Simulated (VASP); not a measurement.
A run of VASP 6.6.1 is set up as follows.

INCAR

```
ALGO = Fast ; EDIFF = 1E-7
ENCUT = 520 ; GGA = PE
ISIF = 2 ; ISMEAR = 0
IVDW = 12 ; LASPH = T
LCHARG = F ; LREAL = F
LWAVE = F ; NBANDS = 11
NELM = 100 ; PREC = Accurate
SIGMA = 0.05
```

KPOINTS

```
k-points
0
Gamma
  14 14 14
```

POSCAR

```
C
1.0
    0.0000000000      2.2838538000      3.4476499500
    1.2280000000      0.1568538000      3.3480000000
    1.2280000000      2.1270000000      0.0996499500
C
2
Direct
    0.1666700000      0.8333300000      0.1666700000
    0.8333300000      0.1666700000      0.8333300000
```

Potentials or basis: VASP PAW PBE potentials, release 64 (C).

Run with:

```sh
$ cat potpaw_PBE.64/C/POTCAR > POTCAR
$ mpirun -np 1 vasp_std > vasp.out
```

Q: Predict the largest force.

A: 0.012 eV/Å.

Q: Predict the pressure.

A: 3.4 GPa.

Stress tensor (GPa, compression positive):
```
5.32 0.00 0.00
0.00 4.22 0.40
0.00 0.40 0.53
```
